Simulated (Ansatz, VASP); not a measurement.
## BN in VASP and in Ansatz

The input INCAR:

```
SYSTEM = BN
ALGO = Normal ; EDIFF = 1E-7
ENCUT = 520 ; GGA = PE
ISIF = 2 ; ISMEAR = -1
LASPH = .TRUE. ; LCHARG = .FALSE.
LREAL = .FALSE. ; LWAVE = .FALSE.
NBANDS = 11 ; NELM = 80
PREC = Accurate ; SIGMA = 0.05
```

The input KPOINTS:

```
k-points
0
G
  13 13 13
  0 0 0
```

The input POSCAR:

```
BN
1.0
    0.0000000000      3.5638688387      2.2085744028
    1.2761801381      0.0000000000      2.2085744028
    1.2761801381      3.5638688387      0.0000000000
N B
1 1
Direct
    0.6666513400      0.6666513400      0.3333486600
    0.0000486500      0.0000486500      0.9999513500
```

The input input.yaml:

```yaml
crystal:
  lattice:
    - [0.0, 3.5638688387, 2.2085744028]
    - [1.2761801381, 0.0, 2.2085744028]
    - [1.2761801381, 3.5638688387, 0.0]
  atoms:
    - { symbol: "N", position: [0.66665134, 0.66665134, 0.33334866] }
    - { symbol: B, position: [4.865e-05, 4.865e-05, 0.99995135] }
hamiltonian:
  xc: pbe
  pseudopotentials: { kind: paw }
kpoints:
  mp_grid: { grid: [13, 13, 13] }
scf:
  occupations: { method: fermi_dirac, width: 0.05 }
output:
  forces: true
  stress: true
  eigenvalues: true
```

Change from the starting cell: volume scaled by 1.06.

Alike in both runs: task single point; functional PBE; k mesh 13 × 13 × 13; occupations fermi-dirac, width 0.05 eV; no spin polarisation.

|  | VASP | Ansatz |
| --- | --- | --- |
| version | VASP 6.6.1 | Ansatz 0.2.0 |
| potentials or method | VASP PAW PBE potentials, release 64 (N, B) | Ansatz PAW |
| plane-wave cutoff (eV) | 520 | 420 |
| valence electrons in the cell | 8 | 8 |

Ansatz gave:

- gap on the k mesh at the Fermi level (eV): 3.86
- least direct gap on the mesh (eV): 4.51
- pressure (GPa): -9.2
- largest component of the traceless stress (GPa): 10.51
- rms of the force components (eV/Å): 0.004

Q: Estimate VASP's values.

A: gap on the k mesh at the Fermi level (eV): 3.85; least direct gap on the mesh (eV): 4.51; pressure (GPa): -9.1; largest component of the traceless stress (GPa): 10.32; rms of the force components (eV/Å): 0.004.

Atom by atom the forces differ by 0.000 eV/Å (rms over components).

Caveats: an odd mesh through Γ misses points on the zone boundary, where band edges often lie (VASP); odd divisions of the mesh miss points on the zone boundary, where band edges often lie, so the gap on the mesh can be too wide (Ansatz); the pressure holds a Pulay correction of +0.5 GPa for the finite cutoff (Ansatz).
